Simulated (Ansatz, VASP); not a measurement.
**Mo: VASP beside Ansatz**

```xyz
1
Lattice="-1.5752 1.5752 1.5752 1.5752 -1.5752 1.5752 1.5752 1.5752 -1.5752" Properties=species:S:1:pos:R:3 pbc="T T T"
Mo    0.0000    0.0000    0.0000
```

Alike in both runs: functional r2SCAN; k mesh 18 × 18 × 18; occupations gaussian, width 0.1 eV; no spin polarisation.

Ansatz relaxed the structure, and its values are those at the end. VASP's run is a single point on that final structure, the one shown.

|  | VASP | Ansatz |
| --- | --- | --- |
| version | VASP 6.6.1 | Ansatz 0.2.0 |
| potentials or method | VASP PAW PBE potentials, release 64 (Mo_sv) | scalar-relativistic, plane waves, PAW |
| plane-wave cutoff (eV) | 520 | 500 |
| valence electrons in the cell | 14 | 14 |

```csv
,VASP,Ansatz,Ansatz less VASP
gap on the k mesh at the Fermi level (eV),none,none,-
pressure (GPa),1.1,0.0,-1.13
```

A gap of «none» marks a metal or a gap that the smearing closes. With one functional, cell and mesh, what is left measures potentials, basis and numerics.

Caveats: the PAW data sets were made with another functional, which shifts forces and pressure a little (VASP).
